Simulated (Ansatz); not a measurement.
# Ge: the cost of one run

Computed with Ansatz 0.2.0 (DFT PBE, scalar-relativistic, plane waves, PAW, unless a step's input says otherwise).

## (1) Starting point

It takes space group Pmmm (No. 47, orthorhombic). Conventional cell: a = 2.357 Å, b = 2.802 Å, c = 3.322 Å, α = 90.00°, β = 90.00°, γ = 90.00°. Ge (site symmetry mmm) has 2 Ge at 2.36 Å in its first shell of neighbours.

Coordinates:

```
CELL_PARAMETERS angstrom
2.35708 0.00000 0.00000
0.00000 2.80151 0.00000
0.00000 0.00000 3.32196
ATOMIC_POSITIONS crystal
Ge 0.50000 0.50000 0.50000
```

The cell is invented: random cell by space group and Wyckoff sites (Pmmm, No. 47). Its size is a rough estimate.

## (2) Probe: one point on a coarse mesh

input.yaml

```yaml
crystal:
  lattice:
    - [2.35708263, 0.0, 0.0]
    - [0.0, 2.80150589, 0.0]
    - [0.0, 0.0, 3.32196434]
  atoms:
    - { symbol: Ge, position: [0.5, 0.5, 0.5] }
basis:
  ecutwfc: 420
kpoints:
  mp_grid: { grid: [8, 6, 6] }
hamiltonian:
  xc: pbe
scf:
  occupations: { method: gaussian, width: 0.1 }
  lower_state_search: "off"
output:
  forces: true
  stress: true
  eigenvalues: true
```

On the command line:

```bash
ansatz run input.yaml --threads 1 --pin off --max-ram 2560MiB --backend cpu --events-out ev --progress --plain --runs-dir out
```

What time and memory should one allow on 1 thread of Intel Xeon at 2.50GHz (Skylake/Cascade Lake), shared host?

About 2.3 s, with a peak of 0.3 GiB.
